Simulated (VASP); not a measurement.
# Tl (P6_3/mmc) in VASP: notebook, part 2 of 2

VASP 6.6.1. The steps go on from the part before.

## Step 3: Single point, PBEsol

run.py

```python
from ase import Atoms
from ase.calculators.vasp import Vasp
from ase.dft.bandgap import bandgap

atoms = Atoms(
    ['Tl', 'Tl'],
    cell=[[3.456, 0.0, 0.0], [-1.728, 2.9929837955, 0.0], [0.0, 0.0, 5.525]],
    scaled_positions=[[0.6666666667, 0.3333333333, 0.75], [0.3333333333, 0.6666666667, 0.25]],
    pbc=True,
)
calc = Vasp(
    directory='calc',
    xc='pbesol',
    pp='PBE',
    setups='recommended',
    prec='Accurate',
    encut=520,
    ediff=1e-06,
    ismear=0,
    sigma=0.02,
    lreal=False,
    lasph=True,
    nelm=100,
    algo='Normal',
    isif=2,
    lwave=False,
    lcharg=False,
    kpts=[9, 9, 5],
    gamma=True,
    nbands=20,
)
atoms.calc = calc

print('energy (eV):', atoms.get_potential_energy())
print('free energy (eV):', atoms.get_potential_energy(force_consistent=True))
print('forces (eV/A):')
print(atoms.get_forces())
print('stress (eV/A^3, Voigt):', atoms.get_stress())
print('Fermi level (eV):', calc.get_fermi_level())
gap, top, bottom = bandgap(calc)
print('band gap (eV):', gap, 'from (spin, k, band)', top, 'to', bottom)
```

Potentials or basis: VASP PAW PBE potentials, release 64 (Tl_d).

Run with:

```console
$ python run.py
```

It took 24 s on 1 thread of AMD EPYC 9R45 (Zen 5), shared host; peak memory 0.15 GiB.

The run converged. Its results:

```yaml
Free_energy: -5.2357 eV
Pressure: 0.2 GPa
Band_gap_on_the_k_mesh: none (metal or under the smearing width)
```

Stress tensor (GPa, compression positive):
```
-0.06  0.00  0.00
 0.00 -0.06  0.00
 0.00  0.00  0.62
```

Levels at points of the mesh, in eV from the Fermi level:
| k point | band 9 | band 10 | band 11 | band 12 | band 13 | band 14 | band 15 | band 16 | band 17 | band 18 |
| --- | --- | --- | --- | --- | --- | --- | --- | --- | --- | --- |
| (0.00, 0.00, 0.00) | -10.99 | -10.99 | -10.03 | -5.07 | -2.83 | 8.01 | 8.01 | 10.10 | 10.10 | 10.31 |

Caveat: the PAW data sets were made with another functional, which shifts forces and pressure a little.

## Step 4: Electron localisation function, LDA

INCAR

```
SYSTEM = Tl
  PREC = Accurate
  ENCUT = 520
  EDIFF = 1E-6
  ISMEAR = 1
  SIGMA = 0.2
  LREAL = .False.
  LASPH = .True.
  NELM = 60
  ALGO = Fast
  ISIF = 2
  LWAVE = .False.
  LCHARG = .True.
  LELF = .True.
```

Tl.cif

```cif
data_Tl
_cell_length_a 3.45600000
_cell_length_b 3.45600000
_cell_length_c 5.52500000
_cell_angle_alpha 90.00000000
_cell_angle_beta 90.00000000
_cell_angle_gamma 120.00000000
_space_group_name_H-M_alt 'P6_3/mmc'
_space_group_name_Hall '-P 6c 2c'
_space_group_IT_number 194
loop_
_space_group_symop_operation_xyz
'x,y,z'
'-x,-y,-z'
'x-y,x,z+1/2'
'-x+y,-x,-z+1/2'
'-y,x-y,z'
'y,-x+y,-z'
'-x,-y,z+1/2'
'x,y,-z+1/2'
'-x+y,-x,z'
'x-y,x,-z'
'y,-x+y,z+1/2'
'-y,x-y,-z+1/2'
'-y,-x,-z+1/2'
'y,x,z+1/2'
'-x,-x+y,-z'
'x,x-y,z'
'-x+y,y,-z+1/2'
'x-y,-y,z+1/2'
'y,x,-z'
'-y,-x,z'
'x,x-y,-z+1/2'
'-x,-x+y,z+1/2'
'x-y,-y,-z'
'-x+y,y,z'
loop_
_atom_site_label
_atom_site_type_symbol
_atom_site_symmetry_multiplicity
_atom_site_Wyckoff_symbol
_atom_site_fract_x
_atom_site_fract_y
_atom_site_fract_z
_atom_site_occupancy
Tl1 Tl 2 c 0.6666666667 0.3333333333 0.7500000000 1
```

KPOINTS

```
Automatic mesh
0
Gamma
  2 2 1
  0 0 0
```

POSCAR

```
Tl
 1.0000000000000000
     3.4560000000000000    0.0000000000000000    0.0000000000000000
    -1.7279999999999993    2.9929837954790202    0.0000000000000000
     0.0000000000000000    0.0000000000000000    5.5250000000000004
 Tl 
   2
Cartesian
  1.7280000001728000  0.9976612650599072  4.1437500000000007
 -0.0000000001727996  1.9953225304191131  1.3812499999999994
```

Potentials or basis: VASP PAW LDA potentials, release 64 (Tl_d).

Run with:

```console
$ ase convert -i cif -o vasp Tl.cif POSCAR
$ cat potpaw_LDA.64/Tl_d/POTCAR > POTCAR
$ mpirun -np 1 vasp_std > vasp.out
```

OUTCAR:

```text
SYSTEM = Tl
   PREC = Accurate
   ENCUT = 520
   EDIFF = 1E-6
   ISMEAR = 1
   LREAL = .False.
   LASPH = .True.
   NELM = 60
   ISIF = 2

 ion  position               nearest neighbor table
   1  0.667  0.333  0.750-   2 3.41   2 3.41   2 3.41   2 3.41   2 3.41   2 3.41
   2  0.333  0.667  0.250-   1 3.41   1 3.41   1 3.41   1 3.41   1 3.41   1 3.41

  LATTYP: Found a hexagonal cell.
 ALAT       =     3.4560000000
 C/A-ratio  =     1.5986689815

  Lattice vectors:

 A1 = (   3.4560000000,   0.0000000000,   0.0000000000)
 A2 = (  -1.7280000000,   2.9929837955,   0.0000000000)
 A3 = (   0.0000000000,   0.0000000000,   5.5250000000)

[... 204 lines left out ...]

  FORCE on cell =-STRESS in cart. coord.  units (eV):
  Direction    XX          YY          ZZ          XY          YZ          ZX
  --------------------------------------------------------------------------------------
  -------------------------------------------------------------------------------------
  Total        0.3392357      0.3392357      6.6591981      0.0000000     -0.0000000     -0.0000000
  in kB        9.5104652      9.5104652    186.6904640      0.0000000     -0.0000000     -0.0000000
  external PRESSURE =      68.5704648 kB  Pullay stress =       0.0000000 kB

 VOLUME and BASIS-vectors are now :
 -----------------------------------------------------------------------------
  energy-cutoff  :      520.00
  volume of cell :       57.15
      direct lattice vectors                 reciprocal lattice vectors
     3.456000000  0.000000000  0.000000000     0.289351852  0.167057370  0.000000000
    -1.728000000  2.992983795  0.000000000     0.000000000  0.334114739  0.000000000
     0.000000000  0.000000000  5.525000000     0.000000000  0.000000000  0.180995475

 POSITION                                       TOTAL-FORCE (eV/Angst)
 -----------------------------------------------------------------------------------
      1.72800      0.99766      4.14375        -0.000000      0.000000      0.000000
     -0.00000      1.99532      1.38125         0.000000      0.000000      0.000000
 -----------------------------------------------------------------------------------
    total drift:                               -0.000000      0.000000     -0.000000

  FREE ENERGIE OF THE ION-ELECTRON SYSTEM (eV)
  ---------------------------------------------------
  free  energy   TOTEN  =        -5.5227178166 eV

  energy  without entropy=       -5.5314146746  energy(sigma->0) =       -5.52561677
```

stdout:

```text
POSCAR found type information on POSCAR Tl
 POSCAR found :  1 types and       2 ions
 scaLAPACK will be used
 LDA part: xc-table for (Slater(with rela. corr.)+CA(PZ))
 , standard interpolation
 POSCAR, INCAR and KPOINTS ok, starting setup
 FFT: planning ... GRIDC
 FFT: planning ... GRID_SOFT
 FFT: planning ... GRID
 WAVECAR not read
 entering main loop
```

Run time: 2.9 s. Hardware: 1 thread of AMD EPYC 9R45 (Zen 5), shared host; peak memory 0.11 GiB.

These settings aren't checked as converged (typed here: k = 2 × 2 × 1; ALGO = Fast): the numbers below hold their error.

Results:

```yaml
Free_energy: -5.5227 eV
Pressure: 6.9 GPa
```

Caveat: the k mesh is coarse (spacing up to 1.14 Å⁻¹), so the values aren't converged; the mesh shows a gap though the element is a metal.
